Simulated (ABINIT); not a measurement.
Write the native input for ABINIT 10.8.3 (patched build) that does the following.

* Task: relaxation of cell and atoms
* Functional: PBE
* Dispersion: D2
* Potentials or basis: JTH PAW PBE v2.0
* Cutoff: 517 eV
* k mesh: 10 × 10 × 8
* Occupations: fermi-dirac, width 0.05 eV
* Spin: no spin polarisation
* Cell freedom (optcell): 2
* Cutoff smearing ecutsm (Ha): 0.5
* Optimiser (ionmov): 2
* Force stop (Ha/bohr): 0.0002
* Fine-grid cutoff: 1034.03 eV
* Exchange and correlation inside the PAW spheres: full angular mesh (pawxcdev 0, this build's default; the released program takes 1)

The system is MgB2.

```xyz
3
Lattice="3.0850 0.0000 0.0000 -1.5425 2.6717 0.0000 0.0000 0.0000 3.5230" Properties=species:S:1:pos:R:3 pbc="T T T"
Mg    0.0000    0.0000    0.0000
B     1.5425    0.8906    1.7615
B     0.0000    1.7811    1.7615
```

The input as run:

run.abi

```
# Pseudopotentials
pp_dirpath "./"
pseudos "Mg.GGA_PBE-JTH.xml, B.GGA_PBE-JTH.xml"

# Structure
acell 3*1.0
rprim
     5.8298050945     0.0000000000     0.0000000000
    -2.9149025472     5.0487593110     0.0000000000
     0.0000000000     0.0000000000     6.6575051371
ntypat 2
znucl 12 5
natom 3
typat 1 2 2
xred
     0.0000000000     0.0000000000     0.0000000000
     0.6666666667     0.3333333333     0.5000000000
     0.3333333333     0.6666666667     0.5000000000
chkprim 0
chksymtnons 0
tolsym 1.0e-6

# Plane-wave basis
ecut 19.0
pawecutdg 38.0
pawovlp 30

# k points
kptopt 1
ngkpt 10 10 8
nshiftk 1
shiftk 0.0 0.0 0.0

# Exchange and correlation
ixc 11
vdw_xc 5

# Bands and occupations
nband 12
occopt 3
tsmear 0.05 eV

# SCF cycle
nstep 100
tolvrs 1.0e-9

# Output
iomode 3
prtwf 0
prtden 0
prteig 0
prtebands 0
enunit 1

# Relaxation
ionmov 2
ntime 60
tolmxf 0.0002
optcell 2
dilatmx 1.08
ecutsm 0.5
```

Potentials or basis: JTH PAW PBE v2.0.

Run with:

```sh
$ abinit run.abi > log 2>&1
```

Results of the run:

```
Relaxed volume                         : 9.38 Å³/atom
Relaxed cell                           : a = 3.054 Å, b = 3.054 Å, c = 3.484 Å, α = 90.00°, β = 90.00°, γ = 120.00°
Space group after relaxing (to 0.05 Å) : P6/mmm (No. 191)
Energy gained by relaxing              : 4.3 meV/atom
Ionic steps                            : 5
Pressure after relaxing                : 0.0 GPa
Band gap on the k mesh                 : none (metal or under the smearing width)
```

Caveat: pairwise dispersion overbinds metals, which lowers pressure and volume; the atomic spheres overlap.

Run time: 92 s on 1 thread of Arm Neoverse V1, on a shared host, peak memory 0.11 GiB.
